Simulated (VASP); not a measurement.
A run of VASP 6.6.1:

File INCAR:

```
SYSTEM = BAs
  PREC = Accurate
  ENCUT = 400
  EDIFF = 1E-7
  ISMEAR = 0
  SIGMA = 0.02
  LREAL = .FALSE.
  LASPH = .TRUE.
  NELM = 80
  ALGO = Normal
  ISIF = 2
  LWAVE = .FALSE.
  LCHARG = .FALSE.
  GGA = PE
  NBANDS = 11
```

KPOINTS

```
Automatic mesh
0
G
  8 8 8
  0 0 0
```

File POSCAR:

```
BAs
1.0
    0.0000000000      2.3885000000      2.3885000000
    2.3885000000      0.0000000000      2.3885000000
    2.3885000000      2.3885000000      0.0000000000
B As
1 1
Direct
    0.0000000000      0.0000000000      0.0000000000
    0.2500000000      0.2500000000      0.2500000000
```

Potentials or basis: VASP PAW PBE potentials, release 64 (B, As).

The run is started by

```bash
$ cat potpaw_PBE.64/B/POTCAR potpaw_PBE.64/As/POTCAR > POTCAR
$ mpirun -np 1 vasp_std > vasp.out
```

Hardware: 1 thread of AMD EPYC 7R43 64-Core Processor (Zen 3), with other jobs on the host.

Question: Estimate the wall time of this run.

Answer: Wall time 11 s on 1 thread of AMD EPYC 7R43 64-Core Processor (Zen 3), on a shared host, peak memory 0.1 GiB. Counts: scf iterations 13, k points 29.
